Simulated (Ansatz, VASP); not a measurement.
## Si: VASP beside Ansatz

```xyz
2
Lattice="0.0000 2.7118 2.6946 2.7118 0.0000 2.6946 2.7118 2.7118 0.0000" Properties=species:S:1:pos:R:3 pbc="T T T"
Si    0.0000    0.0000    0.0000
Si    1.3559    1.3559    1.3473
```

Change from the starting cell: strained cell.

Alike in both runs: functional LDA; k mesh 10 × 10 × 10; occupations gaussian, width 0.02 eV; no spin polarisation.

Ansatz relaxed the structure, and its values are those at the end. VASP's run is a single point on that final structure, the one shown.

|  | VASP | Ansatz |
| --- | --- | --- |
| version | VASP 6.6.1 | Ansatz 0.2.0 |
| potentials or method | VASP PAW LDA potentials, release 64 (Si) | scalar-relativistic, plane waves, PAW |
| plane-wave cutoff (eV) | 520 | 420 |
| valence electrons in the cell | 8 | 8 |

```csv
,VASP,Ansatz,Ansatz less VASP
gap on the k mesh at the Fermi level (eV),0.39,0.40,+0.002
least direct gap on the mesh (eV),2.48,2.49,+0.002
pressure (GPa),-0.5,-0.5,-0.04
```

Ansatz warned: «stress_scf_threshold_loose».

A k mesh can miss the band edges.
